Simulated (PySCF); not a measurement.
**TDDFT beside published excitation energies**

Published values to compare with (the computed states carry no symmetry labels, so the two lists aren't matched line by line):

```
     state  E (eV)      f   kind of transition  source
 3A1(π→π*)    3.95         vertical absorption     [1]
 3B2(π→π*)    4.11         vertical absorption     [1]
 1B2(π→π*)    4.22              0-0 transition     [2]
 1B2(π→π*)    4.40          absorption maximum     [2]
 1B2(π→π*)    4.50  0.029  vertical absorption     [1]
  1B1(Ryd)    4.60              0-0 transition     [2]
  3B1(Ryd)    4.64         vertical absorption     [1]
 3A1(π→π*)    4.65         vertical absorption     [1]
  1B1(Ryd)    4.72  0.004  vertical absorption     [1]
  3B1(Ryd)    5.39         vertical absorption     [1]
1A1(Mixed)    5.39          absorption maximum     [2]
  1B1(Ryd)    5.42  0.000  vertical absorption     [1]
  1A2(Ryd)    5.44         vertical absorption     [1]
 1A1(π→π*)    5.48         vertical absorption     [3]
1A1(Mixed)    5.50  0.177  vertical absorption     [1]
```

[1] computed, theoretical best estimate (aug-cc-pVTZ), gas; Loos, Jacquemin, substituted benzenes, arXiv:2401.13809 (2024)
[2] measured, gas; Loos, Jacquemin, substituted benzenes, arXiv:2401.13809 (2024)
[3] computed, theoretical best estimate (aug-cc-pVQZ), gas; Loos, Comin, Blase, Jacquemin, intramolecular charge-transfer excitations (2021), arXiv:2103.02947

C₆H₇N.
SMILES: `Nc1ccccc1`

Method used: TDDFT CAM-B3LYP/def2-SVPD, vertical, gas phase, core orbitals frozen in the response (PySCF 2.14.0, density-fitted response routines). Geometry: PBE0-D3(BJ)/def2-SVP; no solvent, vibrations or thermal averaging. Torsions of this conformer, `[NH2:1][c:2]1[cH:3][cH:4][cH:5][cH:6][cH:7]1`: H–N1–C2–C3 -160°, H–N1–C2–C3 -22°.

Computed singlets: 4.89 eV (f 0.038); 5.56 eV (f 0.067); 5.74 eV (f 0.081); 6.45 eV (f 0.001); 6.46 eV (f 0.004); 6.81 eV (f 0.277); 6.83 eV (f 0.594); 7.20 eV (f 0.001); 7.24 eV (f 0.023); 7.39 eV (f 0.020). Computed triplets (Tamm–Dancoff): 3.88, 4.02, 4.63, 5.46 eV.

**Question.** How does the lowest computed singlet compare with the best estimate listed for the lowest singlet (vertical absorption)?

**Answer.** 4.89 eV against 4.50 eV for 1B2(π→π*) [1]: a difference of +0.38 eV. Geometry and basis of the two calculations needn't be the same.

**Question.** How does the lowest computed triplet compare with the best estimate listed for the lowest triplet (vertical absorption)?

**Answer.** 3.88 eV against 3.95 eV for 3A1(π→π*) [1]: a difference of -0.07 eV. Geometry and basis of the two calculations needn't be the same.

Adiabatic (Te) and 0-0 energies refer to the relaxed excited state and aren't the vertical quantity computed here.

A measured band maximum holds vibronic effects and, in solution, solvent shifts, so it needn't equal the vertical energy.

The vertical ionisation energy (ΔSCF) is 7.87 eV, 0.47 eV above S10.

Time: 53 s. Hardware: an Arm Neoverse V1 with one thread, no GPU, on a shared host.
